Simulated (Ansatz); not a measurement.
Mg under changes of volume

One of the cells (23.237 Å³/atom); the others are scaled copies at fixed shape and fractional positions:

```xyz
2
Lattice="3.2093 0.0000 0.0000 -1.6046 2.7793 0.0000 0.0000 0.0000 5.2103" Properties=species:S:1:pos:R:3 pbc="T T T"
Mg    1.6047    0.9264    3.9077
Mg    0.0000    1.8529    1.3026
```

| Item | Value |
| --- | --- |
| Program | Ansatz 0.2.0 |
| Functional | RPBE |
| Dispersion | D3(BJ) |
| Potentials or basis | Ansatz PAW |
| Cutoff | 420 eV (not typed: the program's choice for these potentials) |
| k mesh | 10 × 10 × 5 |
| Occupations | fermi-dirac, width 0.05 eV |
| Spin | no spin polarisation |

```csv
volume (Å³/atom),energy over the lowest point (meV/atom),pressure (GPa)
21.843,0.00,-12.0
22.308,35.35,-12.3
22.772,71.71,-12.7
23.237,108.87,-12.9
23.702,146.67,-13.1
24.167,184.96,-13.3
24.631,?,?
```

Task: What does the run at 24.631 Å³/atom give?

Result: Energy over the lowest point 223.61 meV/atom; pressure -13.4 GPa.

Worked out: A Birch-Murnaghan fit of order 3 (a polynomial in V^(-2/3)) to the other rows has no minimum within the range. It gives 223.47 meV/atom at 24.631 Å³/atom, against the run's 223.61, and -dE/dV = -13.3 GPa, against -13.4.

Energies are extrapolated to zero smearing.

Caveats: pairwise dispersion overbinds metals, which lowers pressure and volume; the PAW data sets come from PBE, with cores solved anew for the run's functional, which leaves a small shift of forces and pressure.
